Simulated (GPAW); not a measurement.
PtSe:

```
Pt Se
1.0
     0.00000    3.03745    3.03745
     3.03745    0.00000    3.03745
     3.03745    3.03745    0.00000
Pt Se
1 1
Direct
  0.00000 0.00000 0.00000
  0.25000 0.25000 0.25000
```

The cell comes from a database or a generator and needn't be the stable form of this composition.

Base run:

```yaml
Program: GPAW 26.7.0
Functional: PBEsol
Potentials_or_basis: PAW data sets generated in the run's folder for this functional
Cutoff: 600 eV
Basis: pw
k_mesh: 5 × 5 × 5
Occupations: gaussian, width 0.05 eV
Spin: collinear spin, ferromagnetic start
Starting_moments: "[2.0, 0.0] μB"
Hubbard_terms: Pt d U = 1.5 eV
```

Its results: pressure -13.9 GPa.

Q: The run is repeated on the same cell with these changes: hubbard terms from Pt d U = 1.5 eV to Pt d U = 7 eV; fixed moment from none to 2 μB. What comes out?

A: Pressure -8.6 GPa; site moments Pt +1.20; Se +0.37 μB.

Caveats: the total moment is fixed, so each spin has its own Fermi level (some runs).
